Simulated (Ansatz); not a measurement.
# HfN: one candidate of a structure search, part 2 of 2

Aim: relax a trial structure of HfN and see where it ends.

Ansatz 0.2.0; DFT PBE, scalar-relativistic, plane waves, PAW. Earlier steps stand in the parts before.

### Step 4. Changed: ecutwfc 300 eV, mp_grid.grid [16, 16, 12], occupations.method cold, occupations.width 0.3

input.yaml

```yaml
crystal:
  lattice:
    - [3.1002305609, -2.9e-09, 0.0]
    - [-1.5501152779, 2.6848784248, 0.0]
    - [0.0, 0.0, 2.910928777]
  atoms:
    - { symbol: Hf, position: [0.0, 0.0, 0.0] }
    - { symbol: "N", position: [0.6666666667, 0.3333333333, 0.5] }
basis:
  ecutwfc: "300 eV"
kpoints:
  mp_grid: { grid: [16, 16, 12] }
hamiltonian:
  xc: pbe
scf:
  occupations: { method: cold, width: 0.3 }
output:
  forces: true
  eigenvalues: true
  stress: true
```

Launch:

```console
$ ansatz run input.yaml --threads 1 --pin off --max-ram 2560MiB --backend cpu --events-out ev --progress --plain --runs-dir out
```

Standard output, cut to the lines that bear on the results:

```text
Warning: basis.ecutwfc = 300 eV is below the records' recommended 420 eV, and the density's cutoff is lower with it unless basis.ecutrho_ratio is high enough to keep the records' density cutoff: compare with a run at a higher cutoff
Warning: RAYON_NUM_THREADS=1 ignored (pool sized by the plan → 1); use --threads N
[...]
Pseudopotentials: kind: paw
Pseudopotential: Hf, paw, valence charge 26, recommended cutoff 420 eV (normal), Hf.paw.azcp
Pseudopotential: N, paw, valence charge 5, recommended cutoff 420 eV (normal), N.paw.azcp
Functional definition: PBE
[...]
Crystal: 2 atoms, lattice volume = 24.230 Å³
Basis set: ecut = 300 eV, 279 PW (Γ), exchange–correlation on 36×36×36 points (8 copies of the dense FFT grid, shifted against one another)
Bands: 20, of which v1, the nominal top of the filled ones, is band 16 counted from 1 (15 counted from 0)
Symmetry: 12 space group operations
Space group: P-6m2 (ITA 187), of the structure as read, at distance tolerance 2.9e-5 Å
k-points: 210 of 3072 (time reversal used)
[...]
SCF converged after 6 iterations
Stability not checked: this state was not tested for a lower state beside it, because cold or Methfessel-Paxton smearing, or corrected tetrahedra, fill the levels in a way that the test cannot read (fill_not_monotonic; see scf.lower_state_search)
Free energy (F): -16107.557554 eV
[...]
E sigma→0 (E₀):  -16107.551555 eV
Entropy (-TS):   -0.017997 eV (-8.999 meV/atom)
Fermi energy:    21.595844 eV
[...]
--- Forces (eV/Å), atoms counted from 1 ---
  atom   1  Hf    -0.00000000     0.00000000     0.00000000
  atom   2  N     -0.00000000     0.00000000     0.00000000
[...]
--- Stress (GPa, compression-positive) ---
       -0.015124      -0.000000      -0.000000
        0.000000      -0.015124       0.000000
       -0.000000       0.000000      -0.354751
  P = ⅓ Tr σ = -0.1283 GPa (-1.283 kbar)
--- Band table (eV; the first three rows and the last of 210) ---
  k-point 0: bands = ["-40.3422", "-8.7408", "-8.7408", "-8.5382", "5.4097", "9.4065", "9.4916", "9.4916", "9.4923", "9.5062", "9.5062", "9.5473", "18.1469", "18.1469", "19.3139", "20.0456", "23.6331", "26.4117", "26.4117", "27.4901"]
[...]
```

It took 7 s on 1 thread of Arm Neoverse V1, shared host; peak memory 0.34 GiB.

| run | ending | energy change | pressure (GPa) | gap (eV) | force (eV/Å) | cycles | time |
| --- | --- | --- | --- | --- | --- | --- | --- |
| step 3 | converged | 0 | 0.0 | 0.00 | 0.00 | - | 4.9 min |
| variant | converged | +186.5 meV/atom (σ→0) | -0.1 | 0.00 | 0.00 | 6 | 7 s |

Changing the cutoff, k-point mesh and smearing moves the energy by +186.5 meV/atom (σ→0 values). More than one kind of setting changed, and this run alone doesn't tell their shares apart. The log warns that the cutoff is under what these potentials recommend, so the shift holds truncation error. The variant is not converged in its settings.

### Step 5. Summary of results

This closing draws on all 2 parts.

| quantity | value |
| --- | --- |
| symmetry at the end (tolerance 0.05 Å) | space group P-6m2 (No. 187) |
| conventional cell | a = 3.100 Å, b = 3.100 Å, c = 2.911 Å, α = 90.00°, β = 90.00°, γ = 120.00° |
| volume | 12.11 Å³/atom |
| energy over the elements (uncorrected; H, N, O, F and Cl as molecules) | -1.28 eV/atom |
| gap on the mesh | none (metal) |

The space group P-6m2 (No. 187) is kept, at nearly the size of the first guess. It lies below the elements, which doesn't yet make it stable: competing phases were not computed in this session. No finished test with a distortion of lower symmetry is shown, so the end may be a saddle point. The runs treat Hf without spin-orbit coupling. The final runs have no spin polarisation, so no magnetic state was tried and one may lie lower.
